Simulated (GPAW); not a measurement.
Crystal: Ti.

```
Ti
1.0
     2.73854    0.00000    0.00000
    -1.36927    2.37164    0.00000
     0.00000    0.00000    4.34453
Ti
2
Direct
  0.66667 0.33333 0.75000
  0.33333 0.66667 0.25000
```

The cell isn't the ideal one: volume scaled by 0.8.

```yaml
Program: GPAW 26.7.0
Task: relaxation of cell and atoms
Functional: SOGGA
Potentials_or_basis: PAW data sets generated in the run's folder for this functional
Cutoff: 600 eV
Basis: pw
k_mesh: 8 × 8 × 5
Occupations: fermi-dirac, width 0.05 eV
Spin: no spin polarisation
Hubbard_terms: Ti d U = 4 eV
```

At the start: pressure 40.6 GPa; volume 14.11 Å³/atom.

Task: Where does the relaxation end?

Result: Over 22 steps the energy falls by 404.7 meV/atom and the volume is 17.63 Å³/atom (+24.9 %); space group P6_3/mmc (No. 194, to 0.05 Å).

Step by step:
```
step  energy change (eV)  largest force (eV/Å)  pressure (GPa)  volume (Å³)
   1              0.0000                0.0000           40.64        28.22
   2             -0.3449                0.0000           28.40        29.77
   3             -0.7117                0.0000           10.95        32.68
   4             -0.8000                0.0001           -4.00        36.48
   5             -0.8013                0.0000           -3.81        36.42
   6             -0.8033                0.0000           -3.44        36.30
   7             -0.8060                0.0000           -2.89        36.13
   8             -0.8083                0.0000           -2.19        35.91
   9             -0.8099                0.0000           -1.37        35.66
  10             -0.8100                0.0000           -0.45        35.40
  11             -0.8085                0.0000            0.52        35.12
  12             -0.8085                0.0000            0.52        35.13
  13             -0.8085                0.0000            0.50        35.13
  14             -0.8085                0.0000            0.48        35.14
  15             -0.8087                0.0000            0.46        35.14
  16             -0.8087                0.0000            0.42        35.15
  17             -0.8088                0.0000            0.39        35.16
  18             -0.8088                0.0000            0.34        35.17
  19             -0.8090                0.0000            0.29        35.19
  20             -0.8091                0.0000            0.23        35.21
  21             -0.8092                0.0000            0.15        35.23
  22             -0.8094                0.0000            0.06        35.25
```

Final structure:
```
Ti
1.0
     2.94754    0.00000    0.00000
    -1.47377    2.55264    0.00000
     0.00000    0.00000    4.68520
Ti
2
Direct
  0.66667 0.33333 0.75000
  0.33333 0.66667 0.25000
```

Caveat: later steps reuse the first step's grids; U without spin polarisation on a metal has little footing; the U is typed as a test and isn't derived for this compound.
